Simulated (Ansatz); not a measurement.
# bcc W(110) / bcc Ta(110) interface: specific resistance, part 3 of 3

How much resistance does one bcc W(110) / bcc Ta(110) interface add to a current across the layers?

Ansatz 0.2.0; Ansatz plane-wave DFT, PBE, PAW files; ballistic transport by layer matching (Landauer), zero bias; PAW set soft_1 (the session's first sound run).

So far, transmission per spin nearest the Fermi level: step 2 (transmission: PBE) 0.516; step 6 (LDA) 0.554; step 8 (r2SCAN, cutoff 500 eV) 0.485; step 10 (in plane spacing 3.1648 Å, lattice of W, PBE) 0.376.

## Step 11: Resistance: PBE on the lower metal's lattice

This step: Ansatz plane-wave DFT, PBE, PAW files; ballistic transport by layer matching (Landauer), zero bias; specific resistance of one interface, 1/T less the mean of the leads' 1/N; PAW set soft_1 (Ansatz 0.2.0).

Numbers from this step:

```
area resistance                                           : 1.488 fΩ m²
T over the leads' mean channel count                      : 0.3581
twice the interface resistance (2AR, or 2AR* for magnets) : 2.975 fΩ m²
```

Twice the interface resistance is 2.98 fΩ m² here, against 1.98 in the first run; 35.8 % of the two leads' mean channel count pass, 42.0 % before.

## Step 12: Transmission: PBE on the upper metal's lattice, in plane spacing 3.3026 Å, lattice of Ta

And the upper metal's lattice, which puts it on the lower one. To save time only the energies from -0.06 to 0.06 eV are solved. The mesh is 46×46 and the cutoff, the files' own for this level, 420 eV.

This step: Ansatz plane-wave DFT, PBE, PAW files; ballistic transport by layer matching (Landauer), zero bias; PAW set soft_1 (Ansatz 0.2.0).

The cell differs from the one that the last finished run ended in (a 2.741 → 2.860 Å, b 2.741 → 2.860 Å, c 47.808 → 43.903 Å).

input.yaml

```yaml
crystal:
  lattice:
    - [1.65128, -2.3352625713, 0.0]
    - [1.65128, 2.3352625713, 0.0]
    - [0.0, 0.0, 43.9031250531]
  atoms:
    - { symbol: W, position: [0.0, 0.0, 0.0227774219] }
    - { symbol: W, position: [0.5, 0.5, 0.0695861611] }
    - { symbol: W, position: [0.0, 0.0, 0.1163949004] }
    - { symbol: W, position: [0.5, 0.5, 0.1632036397] }
    - { symbol: W, position: [0.0, 0.0, 0.210012379] }
    - { symbol: W, position: [0.5, 0.5, 0.2568211182] }
    - { symbol: W, position: [0.0, 0.0, 0.3036298575] }
    - { symbol: W, position: [0.5, 0.5, 0.3504385968] }
    - { symbol: W, position: [0.0, 0.0, 0.3972473361] }
    - { symbol: W, position: [0.5, 0.5, 0.4440560753] }
    - { symbol: Ta, position: [0.0, 0.0, 0.4940560753] }
    - { symbol: Ta, position: [0.5, 0.5, 0.5472473361] }
    - { symbol: Ta, position: [0.0, 0.0, 0.6004385968] }
    - { symbol: Ta, position: [0.5, 0.5, 0.6536298575] }
    - { symbol: Ta, position: [0.0, 0.0, 0.7068211182] }
    - { symbol: Ta, position: [0.5, 0.5, 0.760012379] }
    - { symbol: Ta, position: [0.0, 0.0, 0.8132036397] }
    - { symbol: Ta, position: [0.5, 0.5, 0.8663949004] }
    - { symbol: Ta, position: [0.0, 0.0, 0.9195861611] }
    - { symbol: Ta, position: [0.5, 0.5, 0.9727774219] }
kpoints:
  mp_grid: { grid: [14, 14, 1] }
hamiltonian:
  xc: pbe
  pseudopotentials: { kind: paw, azcp: { folder: soft_1 } }
scf:
  occupations: { method: fermi_dirac, width: 0.1 }
output:
  transmission:
    leads: [[4, 5], [14, 15]]
    kmesh: [46, 46]
    e_range: [-0.06, 0.06]
    de: 0.04
  write_potential: true
  write_density: true
  volumetric_format: npy
```

The run is started by

```bash
ansatz run input.yaml --threads 4 --pin off --max-ram 15360MiB --backend cpu --events-out ev --progress --plain --runs-dir out
```

Numbers of over 12 decimals in the logs are rounded to 6 here.

The log of the run:

```text
[...]
Crystal: 20 atoms, lattice volume = 338.596 Å³
Basis set: ecut = 420 eV, 6621 PW (Γ)
Bands: 162, of which v1, the nominal top of the filled ones, is band 135 counted from 1 (134 counted from 0)
Symmetry: 8 space group operations
[...]
k-points: 57 of 196
[...]
SCF iter   1: F=—  HF=-203224.982919 eV  |F-HF|=—  |Δ(HF+E_count)|=         —  Δρ=1.27e-1  dr2=4.28e3  ethr=3.10e-3  ⟨swp⟩=5.7  Hψ=36613  notcnv=0  defer=8
[...]
SCF iter  11: F=-203190.698519 eV  HF=-203190.698519 eV  |F-HF|=5.82e-9  |Δ(HF+E_count)|=   1.07e-8  Δρ=5.81e-7  dr2=6.38e-9  ethr=3.70e-11  ⟨swp⟩=12.7  Hψ=33233  notcnv=0
SCF 1 converged in 11 iterations: F = -203190.698519 eV  dr2 = 6.38e-9
[...]
transmission: 1991 of 19908 steps passed
transmission: 3983 of 19908 steps passed
[...]
transmission: 19908 of 19908 steps passed
SCF converged after 11 iterations
Free energy (F): -203190.698519 eV
[...]
Internal energy: -203190.164055 eV  (E = F + TS)
E sigma→0 (E₀):  -203190.431287 eV
Entropy (-TS):   -0.534463 eV (-26.723 meV/atom)
Fermi energy:    20.318624 eV
[...]
--- Band table (eV; the first three rows and the last of 57) ---
  k-point 0: bands = [... 131 lower, 20.3572, 20.4580, 20.5096, 20.6271, 20.7441, 20.8501, 20.8889, 20.9095, ... 23 higher]
  k-point 1: bands = [... 131 lower, 20.3286, 20.4146, 20.5685, 20.5927, 20.6275, 20.6875, 20.7203, 20.8420, ... 23 higher]
  k-point 2: bands = [... 131 lower, 20.2349, 20.2836, 20.3031, 20.3723, 20.5122, 20.5173, 20.5600, 20.5945, ... 23 higher]
  k-point 56: bands = [... 131 lower, 21.1834, 21.4637, 21.5791, 21.6857, 21.7669, 21.8106, 22.1202, 22.2228, ... 23 higher]
--- Transmission ---
  basis      : 67 plane waves across, 36 finite elements along
  points     : 553, standing for a mesh of 46 x 46
[...]
channels       : 1.057183e0 a spin
[...]
slowest decay  : 0.0080 /Å at (-0.4348, 0.2391)
[...]
channels       : 1.755671e0 a spin
[...]
slowest decay  : 0.0184 /Å at (-0.4565, 0.1739)
  junction   : crystal 0 to crystal 1, 10.95 to 30.56 Å
    transmission   : 6.460769e-1 a spin
[...]
```

Run time: 3.2 min. Hardware: 4 threads of Arm Neoverse V1, shared host; peak memory 2.7 GiB.

Numbers from this step:

```yaml
free_energy: -203190.6985 eV
energy_at_zero_smearing: -203190.4313 eV
fermi_energy: 20.32 eV
cell_area: 7.712 Å²
step_of_the_lead_s_potential: 11.4 meV
step_of_the_upper_lead_s_potential: 2 meV
```

Per spin. Transmission, zone mean against energy, zero at the Fermi level:

```tsv
energy (eV)	transmission, zone mean
-0.0600	0.638
-0.0200	0.646
0.0200	0.641
0.0600	0.645
```

Over the solved energies the transmission per spin lies between 0.638 and 0.646, out of 1.08 channels of the lead on average (up to 1.16).

## Step 13: Resistance: PBE on the upper metal's lattice

This step: Ansatz plane-wave DFT, PBE, PAW files; ballistic transport by layer matching (Landauer), zero bias; specific resistance of one interface, 1/T less the mean of the leads' 1/N; PAW set soft_1 (Ansatz 0.2.0).

This step gave:

- area resistance: 0.7985 fΩ m²
- T over the leads' mean channel count: 0.4591
- twice the interface resistance (2AR, or 2AR* for magnets): 1.597 fΩ m²

Twice the interface resistance is 1.60 fΩ m² here, against 1.98 in the first run; 45.9 % of the two leads' mean channel count pass, 42.0 % before.

## Step 14: What came out

| Quantity | Value |
| --- | --- |
| 2AR, PBE | 1.98 fΩ m² |
| 2AR, LDA | 1.86 fΩ m² |
| 2AR, r2SCAN | 2.15 fΩ m² |
| 2AR, PBE on the lower metal's lattice | 2.98 fΩ m² |
| 2AR, PBE on the upper metal's lattice | 1.60 fΩ m² |

**Reading.** One interface gives 2AR = 1.98 fΩ m² (PBE). The functionals span 1.86 to 2.15 fΩ m². A mesh a third as fine gives 1.80 against 1.98 fΩ m². With a misfit of 4.3 %, the choice of the common lattice gives 2.98 on the lower metal's and 1.60 fΩ m² on the upper one's. The formula assumes diffuse scattering between interfaces; layers sit on ideal sites at each metal's own atomic volume. Spin-orbit coupling is left out, which matters for Ta and W.

[Logs are printed without paths, hosts, clocks, repeated set-up lines and the standing remarks that a program may print on its own settings, such as how far it seeks lower states.]

[Hosts, paths, dates, database ids (printed as entryN), source tags and the programs' standing remarks are cut or masked in the printed files.]
